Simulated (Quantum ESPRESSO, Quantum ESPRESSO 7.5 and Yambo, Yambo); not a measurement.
## A GW chain in Yambo: SiC (P6_3mc)

Aim: the G0W0 gap of SiC (P6_3mc) on PBE, step by step.

Calculated with Quantum ESPRESSO 7.5 and Yambo 5.3.0; PBE and many-body steps on it, plane waves.

**The experiments to reproduce.**

- Gap 3 eV: optical absorption onset, approximate; UV-Vis-NIR transmission; bulk crystal (400 micron semi-insulating 6H-SiC wafer) (“Effects of energetic ion irradiation on WSe2/SiC heterostructures”, 2017, pmc:5482891).

- Gap 3.03 eV: indirect gap, experimental literature value; quoted from earlier experiment; bulk crystal (quoted in “Charge spill-out and work function of few-layer graphene on SiC(0001)”, 2018, arxiv:1806.04908).

- Gap 3.02 eV: band gap at cryogenic temperature; bulk crystal (literature value) (quoted in “Silicon carbide diodes for neutron detection”, 2020, arxiv:2009.14696).

## (1) Starting point

It takes space group P6_3mc (No. 186, hexagonal). The conventional cell has a = 3.077 Å, b = 3.077 Å, c = 15.098 Å, α = 90.00°, β = 90.00°, γ = 120.00°. Nearest to Si lie 4 C at 1.88 to 1.89 Å. Nearest to Si lie 4 C at 1.89 Å. Nearest to C lie 4 Si at 1.88 to 1.89 Å. C has 4 Si at 1.89 Å nearest. Farther neighbours are not listed.

The cell and positions are those that the Materials Project relaxed with its own functionals (PBE, PBE+U or r2SCAN), kept fixed.

## (2) Ground state

This step: Quantum ESPRESSO 7.5; DFT, PBE, plane waves, norm-conserving pseudopotentials.

The ground-state density comes first.

File pw.in:

```
&control
  calculation = 'scf'
  prefix = 'x'
  outdir = 'o'
  pseudo_dir = 'pseudo'
/
&system
  ibrav = 0
  nat = 12
  ntyp = 2
  ecutwfc = 74.0
  nbnd = 34
  force_symmorphic = .true.
/
&electrons
  conv_thr = 1e-10
  electron_maxstep = 80
  mixing_beta = 0.5
/
ATOMIC_SPECIES
  Si 28.085 Si.upf
  C 12.011 C.upf
CELL_PARAMETERS angstrom
  3.0766210102 -0.0000000000 0.0000000000
  -1.5383105051 2.6644319527 0.0000000000
  0.0000000000 0.0000000000 15.0980843200
ATOMIC_POSITIONS crystal
  Si 0.3333333333 0.6666666667 0.8329861500
  Si 0.6666666667 0.3333333333 0.3329861500
  Si 0.6666666667 0.3333333333 0.6665006000
  Si 0.3333333333 0.6666666667 0.1665006000
  Si 0.0000000000 0.0000000000 0.4997294200
  Si 0.0000000000 0.0000000000 0.9997294200
  C 0.0000000000 0.0000000000 0.8743664100
  C 0.0000000000 0.0000000000 0.3743664100
  C 0.3333333333 0.6666666667 0.7079967800
  C 0.6666666667 0.3333333333 0.2079967800
  C 0.6666666667 0.3333333333 0.5415216400
  C 0.3333333333 0.6666666667 0.0415216400
K_POINTS automatic
  6 6 2 0 0 0
```

Launch:

```console
> OMP_NUM_THREADS=1 mpirun -n 4 pw.x -nk 4 -in pw.in > pw.out
```

What it wrote:

```text
Program PWSCF v.7.5 starts

     This program is part of the open-source Quantum ESPRESSO suite
     for quantum simulation of materials; please cite
         "P. Giannozzi et al., J. Phys.:Condens. Matter 21 395502 (2009);
         "P. Giannozzi et al., J. Phys.:Condens. Matter 29 465901 (2017);
         "P. Giannozzi et al., J. Chem. Phys. 152 154105 (2020);
     in publications or presentations arising from this work. More details at
     Message from routine setup:
     using ibrav=0 with symmetry is DISCOURAGED, use correct ibrav instead

     G-vector sticks info

     bravais-lattice index     =            0
     lattice parameter (alat)  =       5.8140  a.u.
     unit-cell volume          =     835.2127 (a.u.)^3
     number of atoms/cell      =           12
     number of atomic types    =            2
     number of electrons       =        48.00
     number of Kohn-Sham states=           34
     kinetic-energy cutoff     =      74.0000  Ry
     charge density cutoff     =     296.0000  Ry
     scf convergence threshold =      1.0E-10
     mixing beta               =       0.5000
     number of iterations used =            8  plain     mixing
     Exchange-correlation= PBE
                           (   1   4   3   4   0   0   0)

     celldm(1)=   5.813971  celldm(2)=   0.000000  celldm(3)=   0.000000
     celldm(4)=   0.000000  celldm(5)=   0.000000  celldm(6)=   0.000000

     crystal axes: (cart. coord. in units of alat)
               a(1) = (   1.000000  -0.000000   0.000000 )
               a(2) = (  -0.500000   0.866025   0.000000 )
               a(3) = (   0.000000   0.000000   4.907359 )

     reciprocal axes: (cart. coord. in units 2 pi/alat)
               b(1) = (  1.000000  0.577350 -0.000000 )
               b(2) = (  0.000000  1.154701 -0.000000 )
               b(3) = ( -0.000000 -0.000000  0.203776 )
     Pseudo is Norm-conserving + core correction, Zval =  4.0
     Generated using ONCVPSP code by D. R. Hamann
     Using radial grid of 1510 points,  6 beta functions with:
     Pseudo is Norm-conserving + core correction, Zval =  4.0
     Generated using ONCVPSP code by D. R. Hamann
     Using radial grid of 1248 points,  4 beta functions with:
     Si                4.00    28.08500     Si( 1.00)
     C                 4.00    12.01100     C ( 1.00)

      6 Sym. Ops. (no inversion) found

   Cartesian axes

     site n.     atom                  positions (alat units)
         1        Si     tau(   1) = (  -0.0000000   0.5773503   4.0877622  )
         2        Si     tau(   2) = (   0.5000000   0.2886751   1.6340826  )
         3        Si     tau(   3) = (   0.5000000   0.2886751   3.2707578  )
         4        Si     tau(   4) = (  -0.0000000   0.5773503   0.8170782  )
         5        Si     tau(   5) = (   0.0000000   0.0000000   2.4523518  )
         6        Si     tau(   6) = (   0.0000000   0.0000000   4.9060313  )
         7        C      tau(   7) = (   0.0000000   0.0000000   4.2908300  )
         8        C      tau(   8) = (   0.0000000   0.0000000   1.8371504  )
         9        C      tau(   9) = (  -0.0000000   0.5773503   3.4743945  )
        10        C      tau(  10) = (   0.5000000   0.2886751   1.0207149  )
        11        C      tau(  11) = (   0.5000000   0.2886751   2.6574412  )
        12        C      tau(  12) = (  -0.0000000   0.5773503   0.2037616  )

     number of k points=    14
                       cart. coord. in units 2pi/alat
        k(    1) = (   0.0000000   0.0000000   0.0000000), wk =   0.0277778
        k(    2) = (   0.0000000   0.0000000  -0.1018878), wk =   0.0277778
        k(    3) = (   0.0000000   0.1924501   0.0000000), wk =   0.1666667
        k(    4) = (   0.0000000   0.1924501  -0.1018878), wk =   0.1666667
        k(    5) = (   0.0000000   0.3849002   0.0000000), wk =   0.1666667
        k(    6) = (   0.0000000   0.3849002  -0.1018878), wk =   0.1666667
        k(    7) = (   0.0000000  -0.5773503   0.0000000), wk =   0.0833333
        k(    8) = (   0.0000000  -0.5773503  -0.1018878), wk =   0.0833333
        k(    9) = (   0.1666667   0.2886751   0.0000000), wk =   0.1666667
        k(   10) = (   0.1666667   0.2886751  -0.1018878), wk =   0.1666667
        k(   11) = (   0.1666667   0.4811252   0.0000000), wk =   0.3333333
        k(   12) = (   0.1666667   0.4811252  -0.1018878), wk =   0.3333333
        k(   13) = (   0.3333333   0.5773503   0.0000000), wk =   0.0555556
        k(   14) = (   0.3333333   0.5773503  -0.1018878), wk =   0.0555556

     Dense  grid:    71833 G-vectors     FFT dimensions: (  32,  32, 160)

     Initial potential from superposition of free atoms

     starting charge      47.9961, renormalised to      48.0000
     Starting wfcs are   48 randomized atomic wfcs

     per-process dynamical memory:    77.7 Mb

     Self-consistent Calculation

     iteration #  1     ecut=    74.00 Ry     beta= 0.50

     total energy              =    -122.61462581 Ry
     estimated scf accuracy    <       2.58459652 Ry

     iteration #  2     ecut=    74.00 Ry     beta= 0.50

     total energy              =    -123.22948681 Ry
     estimated scf accuracy    <       0.09988312 Ry

     iteration #  3     ecut=    74.00 Ry     beta= 0.50

     total energy              =    -123.23268329 Ry
     estimated scf accuracy    <       0.02270817 Ry

     iteration #  4     ecut=    74.00 Ry     beta= 0.50

     total energy              =    -123.23669704 Ry
     estimated scf accuracy    <       0.00904042 Ry

     iteration #  5     ecut=    74.00 Ry     beta= 0.50

     total energy              =    -123.23590171 Ry
     estimated scf accuracy    <       0.00222533 Ry

     iteration #  6     ecut=    74.00 Ry     beta= 0.50

     total energy              =    -123.23666023 Ry
     estimated scf accuracy    <       0.00007847 Ry

     iteration #  7     ecut=    74.00 Ry     beta= 0.50

     total energy              =    -123.23647623 Ry
     estimated scf accuracy    <       0.00052448 Ry

     iteration #  8     ecut=    74.00 Ry     beta= 0.50

     total energy              =    -123.23656790 Ry
     estimated scf accuracy    <       0.00000167 Ry

     iteration #  9     ecut=    74.00 Ry     beta= 0.50

     total energy              =    -123.23656983 Ry
     estimated scf accuracy    <       0.00000058 Ry

     iteration # 10     ecut=    74.00 Ry     beta= 0.50

     total energy              =    -123.23656979 Ry
     estimated scf accuracy    <       0.00000022 Ry

     iteration # 11     ecut=    74.00 Ry     beta= 0.50

     total energy              =    -123.23656981 Ry
     estimated scf accuracy    <       0.00000002 Ry

     iteration # 12     ecut=    74.00 Ry     beta= 0.50

     total energy              =    -123.23656982 Ry
     estimated scf accuracy    <       0.00000004 Ry

     iteration # 13     ecut=    74.00 Ry     beta= 0.50

     total energy              =    -123.23656982 Ry
     estimated scf accuracy    <          4.9E-10 Ry

     iteration # 14     ecut=    74.00 Ry     beta= 0.50

     total energy              =    -123.23656982 Ry
     estimated scf accuracy    <          1.1E-10 Ry

     iteration # 15     ecut=    74.00 Ry     beta= 0.50

     End of self-consistent calculation

          k = 0.0000 0.0000 0.0000 (  8941 PWs)   bands (ev):

    -5.9044  -5.3824  -5.3457  -3.8489  -3.8192  -2.3274   0.9710   3.3230
     3.3625   7.1497   7.1774   8.4354   8.4354   8.6224   8.6224   8.7318
     8.7318   9.2006   9.2006   9.2818   9.2818   9.5475   9.5842   9.5842
    14.7869  14.9569  15.3681  15.8789  15.9143  16.2795  16.5219  16.5223
    16.7547  16.9642

          k = 0.0000 0.0000-0.1019 (  8874 PWs)   bands (ev):

    -5.7685  -5.7685  -4.7062  -4.7062  -2.8729  -2.8729   1.7365   1.7365
     5.2333   5.2333   8.4947   8.4947   8.4947   8.4947   8.8163   8.8163
     8.9453   8.9453   8.9453   8.9453   9.4882   9.4882   9.4882   9.4882
    14.8537  14.8537  15.6001  15.6001  16.2727  16.2727  16.6157  16.6157
    16.6158  16.6158

          k = 0.0000 0.1925 0.0000 (  8928 PWs)   bands (ev):

    -5.4237  -4.9094  -4.8708  -3.4012  -3.3707  -1.9297   1.4053   3.5971
     3.6364   6.2563   6.4079   6.5068   7.0185   7.0724   7.6872   7.8061
     7.9520   8.0005   8.0544   8.2552   8.8188   8.8594   9.2427   9.3480
    14.3228  14.7073  14.8010  15.4838  15.9690  16.3919  16.7494  16.8808
    17.0977  17.2331

          k = 0.0000 0.1925-0.1019 (  8952 PWs)   bands (ev):

     [... further k-points ...]

     highest occupied, lowest unoccupied level (ev):     9.5842   11.6109

!    total energy              =    -123.23656982 Ry
     estimated scf accuracy    <          4.3E-11 Ry

     The total energy is the sum of the following terms:
     one-electron contribution =      33.74328285 Ry
     hartree contribution      =      14.05792536 Ry
     xc contribution           =     -45.38096250 Ry
     ewald contribution        =    -125.65681554 Ry

     convergence has been achieved in  15 iterations

     XML data file, charge density, pseudopotentials, collected wavefunctions

=------------------------------------------------------------------------------=
   JOB DONE.
=------------------------------------------------------------------------------=
```

Wall time 36 s (4 MPI ranks of Arm Neoverse V1, shared host); peak memory 0.52 GiB; 2.4 min of CPU time.

This step gave:

```yaml
total_energy: -1676.7190 eV
gap: 2.027 eV
k_of_the_valence_top: 0, 0, 0
k_of_the_conduction_bottom: 0, -0.5, 0
least_direct_gap: 3.130 eV
```

The gap is indirect, with the least direct gap 1.10 eV higher.

(Part 1 of 3 ends here.)

[Paths, hosts, dates, memory and timing lines, banners, echoed tables and standing remarks are left out of the program output.]

[Logs are printed without paths, hosts, clocks, repeated set-up lines and the standing remarks that a program may print on its own settings, such as how far it seeks lower states.]

[Runs of the session that timed out or met a known fault of the program may be left out.]

[Hosts, paths, dates, database ids (printed as entryN), source tags and the programs' standing remarks are cut or masked in the printed files.]
